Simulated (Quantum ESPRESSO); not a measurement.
The system is HfB2.

```
Hf B
1.0
     3.14000    0.00000    0.00000
    -1.57000    2.71932    0.00000
     0.00000    0.00000    3.48000
Hf B
1 2
Direct
  0.00000 0.00000 0.00000
  0.66667 0.33333 0.50000
  0.33333 0.66667 0.50000
```

```yaml
Program: Quantum ESPRESSO 7.5
Task: phonons and electron-phonon coupling
Functional: PBEsol
Potentials_or_basis: GBRV 1.5 PBEsol
Cutoff: 612 eV
Density_cutoff: 4898 eV
k_mesh: 6 × 6 × 6
Occupations: methfessel-paxton, width 0.272 eV
Spin: no spin polarisation
Mixing_beta: 0.5
Most_SCF_iterations: 120
SCF_threshold: 6e-10 Ry
q_mesh: 3 × 3 × 3
```

The cell and the atoms were relaxed first, to 9.76 Å³/atom (a = 3.135 Å, b = 3.135 Å, c = 3.441 Å, α = 90.00°, β = 90.00°, γ = 120.00°), and the response was taken there.

```cif
data_structure
_symmetry_space_group_name_H-M 'P 1'
_symmetry_Int_Tables_number 1
_cell_length_a 3.1348
_cell_length_b 3.1348
_cell_length_c 3.4407
_cell_angle_alpha 90.000
_cell_angle_beta 90.000
_cell_angle_gamma 120.000
_cell_volume 29.28
loop_
_atom_site_label
_atom_site_type_symbol
_atom_site_fract_x
_atom_site_fract_y
_atom_site_fract_z
_atom_site_occupancy
Hf1 Hf 0.00000 0.00000 0.00000 1
B1 B 0.66667 0.33333 0.50000 1
B2 B 0.33333 0.66667 0.50000 1
```

Problem. Is this structure dynamically stable at this level, and how far does the spectrum reach?

Solution. Yes, as far as this q mesh shows: no mode on the path is imaginary. The highest frequency is 837 cm⁻¹.

Phonon frequencies at the corners of the path (cm⁻¹, interpolated; i marks imaginary ones):
| point | frequencies |
| --- | --- |
| Γ | 0 0 0 423 449 449 461 748 748 |
| M | 160 166 201 515 523 528 729 736 761 |
| K | 177 177 185 516 516 647 653 653 780 |
| A | 157 157 182 428 428 528 677 837 837 |
| L | 166 173 173 524 567 598 689 739 749 |
| H | 149 165 165 582 582 628 668 668 755 |

Harmonic thermodynamics per atom at this volume (zero-point energy 87.6 meV, Debye temperature from the second moment 980 K):
```csv
T (K),free energy (meV),entropy (k_B),heat capacity Cv (k_B)
50,87.6,0.07,0.22
100,86.7,0.37,0.68
200,80.5,1.06,1.39
298.15,68.7,1.73,1.95
500,28.0,2.89,2.51
800,-64.0,4.15,2.79
```

Phonon states per cell in windows of 50 cm⁻¹ (negative: imaginary):
| from (cm⁻¹) | total | Hf | B |
| --- | --- | --- | --- |
| 0 | 0.00 | 0.00 | 0.00 |
| 50 | 0.07 | 0.06 | 0.01 |
| 100 | 0.40 | 0.39 | 0.02 |
| 150 | 2.50 | 2.48 | 0.02 |
| 200 | 0.00 | 0.00 | 0.00 |
| 250 | 0.00 | 0.00 | 0.00 |
| 300 | 0.00 | 0.00 | 0.00 |
| 350 | 0.00 | 0.00 | 0.00 |
| 400 | 0.04 | 0.00 | 0.04 |
| 450 | 0.60 | 0.02 | 0.58 |
| 500 | 1.57 | 0.01 | 1.55 |
| 550 | 0.92 | 0.00 | 0.92 |
| 600 | 0.48 | 0.00 | 0.48 |
| 650 | 0.42 | 0.00 | 0.41 |
| 700 | 0.34 | 0.00 | 0.34 |
| 750 | 1.41 | 0.00 | 1.41 |
| 800 | 0.23 | 0.00 | 0.23 |

Caveat: the k mesh is coarse (spacing up to 0.39 Å⁻¹), so the values aren't converged; the mesh is thin for the phonons of a metal; λ from interpolated matrix elements is rough: modes that symmetry makes equal can differ by tens of percent.
